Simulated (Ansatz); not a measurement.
# HfN: stress in a strained cell

Aim: deform HfN (equal xy, yz and zx engineering shear strains of +3 %) and compute stress, forces and field gradients with LAPW, PAW and all-electron datasets made for the crystal.

Program: Ansatz 0.2.0. Level of theory: DFT PBE, scalar-relativistic. These are calculated values, not measurements.

**1. The starting structure**

It takes space group Fm-3m (No. 225, cubic). Conventional cell: a = 4.518 Å, b = 4.518 Å, c = 4.518 Å, α = 90.00°, β = 90.00°, γ = 90.00°. Around Hf (site symmetry m-3m) lie 6 N at 2.26 Å. N (site symmetry m-3m) has 6 Hf at 2.26 Å as nearest neighbours.

As a file:

```xyz
2
Lattice="0.0000 2.2590 2.2590 2.2590 0.0000 2.2590 2.2590 2.2590 0.0000" Properties=species:S:1:pos:R:3 pbc="T T T"
Hf    0.0000    0.0000    0.0000
N     2.2590    2.2590    2.2590
```

Atoms are numbered in the order of the input: Hf1, N2.

**2. The deformed structure**

Space group Fm-3m before, R-3m after.

**3. All-electron LAPW**

Contents of input.yaml:

```yaml
crystal:
  lattice:
    - [0.06777, 2.292885, 2.292885]
    - [2.292885, 0.06777, 2.292885]
    - [2.292885, 2.292885, 0.06777]
  atoms:
    - { symbol: Hf, position: [0.0, 0.0, 0.0] }
    - { symbol: "N", position: [0.5, 0.5, 0.5] }
kpoints:
  mp_grid: { grid: [10, 10, 10] }
  band_path:
    path:
      - [0.0, 0.0, 0.0]
      - [0.5, 0.5, 0.5]
      - [0.2428775097, 0.5, 0.7571224903]
      - [-0.2428775097, 0.2428775097, 0.5]
      - [0.0, 0.0, 0.5]
      - [0.0, 0.0, 0.0]
      - [-0.3714387548, 0.0, 0.3714387548]
      - [0.0, 0.3714387548, 0.6285612452]
      - [0.0, 0.5, 0.5]
    npoints: 5
scf:
  occupations: { method: fermi_dirac, width: 0.03 }
hamiltonian:
  xc: pbe
  pseudopotentials: { kind: all_electron, lapw: { basis_error: 0.001 } }
output:
  forces: true
  stress: true
  eigenvalues: true
```

Run with:

```bash
$ ansatz run input.yaml --threads 1 --pin off --max-ram 3072MiB --backend cpu --events-out ev --progress --plain --runs-dir out
```

**4. Frozen-core PAW**

Contents of input.yaml:

```yaml
crystal:
  lattice:
    - [0.06777, 2.292885, 2.292885]
    - [2.292885, 0.06777, 2.292885]
    - [2.292885, 2.292885, 0.06777]
  atoms:
    - { symbol: Hf, position: [0.0, 0.0, 0.0] }
    - { symbol: "N", position: [0.5, 0.5, 0.5] }
kpoints:
  mp_grid: { grid: [10, 10, 10] }
scf:
  occupations: { method: fermi_dirac, width: 0.03 }
hamiltonian:
  xc: pbe
  pseudopotentials: { kind: paw }
output:
  forces: true
  stress: true
  eigenvalues: true
  efg: { contact_densities: true }
```

**5. Datasets made for this crystal**

Changes to input.yaml since step 4:

```diff
@@ -14,3 +14,3 @@
   xc: pbe
-  pseudopotentials: { kind: paw }
+  pseudopotentials: { kind: all_electron, datasets: crystal }
 output:
```

(Steps that only read results are left out.)

**Question.** What will these runs give? Wanted: pressure; largest shear or deviatoric stress.

**Answer**, as computed:

```
                                 quantity                                           value
                                 pressure  LAPW 5.76, PAW 5.70, crystal datasets 5.76 GPa
largest shear or deviatoric stress (LAPW)                                        3.41 GPa
```

The largest part of the stress beyond the pressure is 3.41 GPa in size; the atoms are carried along and not relaxed. No run of the undeformed cell stands beside it, so the pressure holds what the given cell had before the change. PAW: stress within 0.07 GPa of LAPW. Crystal datasets: stress within 0.01 GPa of LAPW. Spin-orbit coupling is left out, though the cell holds Hf; in elements this heavy it can shift bands and gaps by tenths of an eV. HfN has an odd count of electrons, so a run without spin can force a false metal and spoil its energy.
